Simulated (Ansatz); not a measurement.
# SiC: the crystal squeezed far

The task here is to estimate one member of a computed series from the others.

Program: Ansatz 0.2.0. Level of theory: DFT r²SCAN, with the methods named in each step. These are calculated values, not measurements.

**The structure to begin with**

Symmetry: Fm-3m, No. 225, cubic system. Conventional cell: a = 4.309 Å, b = 4.309 Å, c = 4.309 Å, α = 90.00°, β = 90.00°, γ = 90.00°. Si (site symmetry m-3m) is surrounded by 6 C at 2.15 Å. C (site symmetry m-3m) has 6 Si at 2.15 Å as nearest neighbours.

Structure file:

```
CELL_PARAMETERS angstrom
0.00000 2.15443 2.15443
2.15443 0.00000 2.15443
2.15443 2.15443 0.00000
ATOMIC_POSITIONS crystal
Si 0.00000 0.00000 0.00000
C 0.50000 0.50000 0.50000
```

Whether this phase is the stable one at these pressures isn't tested.

Atoms are numbered in the order of the input: Si1, C2.

Set-up of the first run:

input.yaml

```yaml
crystal:
  lattice:
    - [0.0, 2.15443469, 2.15443469]
    - [2.15443469, 0.0, 2.15443469]
    - [2.15443469, 2.15443469, 0.0]
  atoms:
    - { symbol: Si, position: [0.0, 0.0, 0.0] }
    - { symbol: C, position: [0.5, 0.5, 0.5] }
kpoints:
  mp_grid: { grid: [17, 17, 17] }
scf:
  occupations: { method: fermi_dirac, width: 0.1 }
hamiltonian:
  xc: r2scan
  pseudopotentials: { kind: paw }
output:
  forces: true
  stress: true
relax:
  f_tol: 0.005
  max_steps: 40
  cell: {}
```

Started as:

```bash
ansatz run input.yaml --threads 1 --pin off --max-ram 2048MiB --backend cpu --events-out ev --progress --plain --runs-dir out
```

Among the steps run: Cell relaxed at zero pressure, PAW; Volume scaled by 1, PAW; Volume scaled by 0.94, PAW; Volume scaled by 0.94, PAW (source ansatz); Volume scaled by 0.88, PAW; Volume scaled by 0.8, PAW; Volume scaled by 0.72, PAW; Volume scaled by 0.64, PAW; Volume scaled by 0.55, PAW; Volume scaled by 0.55, PAW (level accurate).

One of the session's tables, all rows but one given; the rest of the session is left out.

```
              method  volume over the first  volume (Å³/atom)  pressure (GPa)
                 PAW                      1             8.170            0.03
                 PAW                   0.94             7.680           18.86
                 PAW                   0.88             7.190           45.38
                 PAW                    0.8             6.536           97.19
                 PAW                   0.72                 ?               ?
                 PAW                   0.64             5.229          301.06
                 PAW                   0.55             4.494          534.11
PAW (level accurate)                   0.55             4.494          532.95
 PAW (source ansatz)                   0.94             7.680           19.04
```

**Question.** Estimate the row for PAW, 0.72.

**Answer.** volume (Å³/atom): 5.882; pressure (GPa): 176.70. In the column «volume (Å³/atom)» it lies between PAW, 0.64 (5.229) and PAW, 0.8 (6.536).
